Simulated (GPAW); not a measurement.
TiO:

```
CELL_PARAMETERS angstrom
4.08667 0.00000 0.00000
0.00000 4.08667 0.00000
0.00000 0.00000 4.08667
ATOMIC_POSITIONS crystal
Ti 0.50000 0.00000 0.50000
Ti 0.00000 0.50000 0.50000
Ti 0.50000 0.50000 0.00000
O 0.00000 0.00000 0.50000
O 0.50000 0.00000 0.00000
O 0.00000 0.50000 0.00000
```

The cell comes from a database or a generator and needn't be the stable form of this composition.

Base run:

* Program: GPAW 26.7.0
* Functional: PBEsol
* Potentials or basis: PAW data sets generated in the run's folder for this functional
* Cutoff: 800 eV
* Basis: pw
* k mesh: 7 × 7 × 7
* Occupations: fermi-dirac, width 0.05 eV
* Spin: no spin polarisation
* Hubbard terms: Ti d U = 6 eV

Its results: pressure 2.3 GPa.

Task: The run is repeated on the same cell with these changes: hubbard terms from Ti d U = 6 eV to Ti d U = 3 eV. What comes out?

Result: Pressure -2.6 GPa.

Caveats: U without spin polarisation on a metal has little footing.
